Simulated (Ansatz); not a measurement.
## Electric field gradients in AlGaN$_{2}$

Theory: DFT PBE, scalar-relativistic, plane waves, PAW in Ansatz. Settings: 420 eV plane-wave cutoff, Γ-centred 8×8×6 mesh, fixed occupations. No spin polarisation.

The cell, relaxed at this level:
```
CELL_PARAMETERS angstrom
3.16827 0.00000 0.00000
0.00000 3.16827 0.00000
0.00000 0.00000 4.46314
ATOMIC_POSITIONS crystal
Al 0.50000 0.50000 0.50000
Ga 0.00000 0.00000 0.00000
N 0.50000 0.00000 0.73827
N 0.00000 0.50000 0.26173
```

Give V_zz (10²¹ V/m²) and the asymmetry η at each distinct site.

## Answers

| atom | V_zz | η |
| --- | --- | --- |
| Al (atom 1) | 0.470 | 0.00 |
| Ga (atom 2) | -1.02 | 0.00 |
| N (atom 3) | -1.78 | 0.80 |

Whether AlGaN2 exists in this form wasn't checked.

Cost: 1 run of about 0.12 core-minutes, on Intel Xeon Platinum 8375C (Ice Lake) (shared hosts).